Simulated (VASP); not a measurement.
Write the native input for VASP 6.6.1 that does the following.

* Task: single point
* Functional: LDA
* Potentials or basis: VASP PAW LDA potentials, release 64 (Sc_sv)
* Cutoff: 520 eV
* k mesh: 18 × 18 × 18
* Occupations: gaussian, width 0.15 eV
* Spin: no spin polarisation
* Dipole correction: no
* Further INCAR settings: ALGO = Fast; EDIFF = 1e-07; NBANDS = 12

The structure of Sc lies in POSCAR:

```
Sc
1.0
    0.0000000000      1.9299250000      2.2705000000
    1.9299250000      0.0000000000      2.2705000000
    1.9299250000      1.9299250000      0.0000000000
Sc
1
Direct
    0.0000000000      0.0000000000      0.0000000000
```

This isn't the form of Sc at room conditions, which is hcp.

The cell isn't the ideal one: strain -0.1500 x Voigt [1, 1, 0, 0, 0, 0], atoms carried along.

These files were run (other wordings do the same):

INCAR

```
SYSTEM = Sc
ALGO     = Fast           ! electronic algorithm
EDIFF    = 1E-7           ! SCF threshold, eV
ENCUT    = 520            ! plane-wave cutoff, eV
ISIF     = 2              ! what is computed and relaxed
ISMEAR   = 0              ! smearing method
LASPH    = .TRUE.         ! aspherical terms in the spheres
LCHARG   = .FALSE.        ! write CHGCAR
LREAL    = .FALSE.        ! projectors in reciprocal space
LWAVE    = .FALSE.        ! write WAVECAR
NBANDS   = 12             ! bands
NELM     = 80             ! most SCF steps
PREC     = Accurate       ! precision mode
SIGMA    = 0.15           ! smearing width, eV
```

KPOINTS

```
k-points
0
G
  18 18 18
  0 0 0
```

Potentials or basis: VASP PAW LDA potentials, release 64 (Sc_sv).

Launch:

```sh
$ cat potpaw_LDA.64/Sc_sv/POTCAR > POTCAR
$ mpirun -np 1 vasp_std > vasp.out
```

Results of the run:

```json
{
  "Pressure": "24.9 GPa",
  "Band gap on the k mesh": "none (metal or under the smearing width)"
}
```

Caveat: so large a pressure means that the cell lies far from this level's equilibrium, or that cutoff or potentials fall short.

Wall time 110 s on 1 thread of Intel(R) Xeon(R) Platinum 8375C CPU @ 2.90GHz (Ice Lake), on a shared host, peak memory 0.2 GiB.
